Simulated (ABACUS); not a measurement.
Crystal: NiO.

```
Ni O
1.0
     0.00000    2.08590    2.08590
     2.08590    0.00000    2.08590
     2.08590    2.08590    0.00000
Ni O
1 1
Direct
  0.00000 0.00000 0.00000
  0.50000 0.50000 0.50000
```

Base run:

```yaml
Program: ABACUS 3.10.1
Functional: SOGGA
Potentials_or_basis: PseudoDojo NC SR 0.5 PBE standard
Cutoff: 1333 eV
Density_cutoff: 5333 eV
Basis: plane waves
k_mesh: 9 × 9 × 9
Occupations: fermi-dirac, width 0.05 eV
Spin: collinear spin, ferromagnetic start
Starting_moments: "[1.0, 0.0] μB"
```

Its results: band gap on the k mesh none (metal or under the smearing width); pressure -8.2 GPa; net moment 1.68 μB per cell.

Problem. The run is repeated on the same cell with these changes: functional from SOGGA to OLYP. What comes out?

Solution. Band gap on the k mesh none (metal or under the smearing width); pressure 6.7 GPa; net moment 1.84 μB per cell.

OLYP binds less tightly than SOGGA, so the same cell stands under more pressure.

Caveats: the potentials were made for another functional, which shifts forces and pressure; a cell with one magnetic atom can't hold antiferromagnetic order, which such compounds often take; semilocal functionals often make such compounds metallic where correlation or magnetic order opens a gap, which also shifts bond lengths.

Not every run made on this cell is shown here.
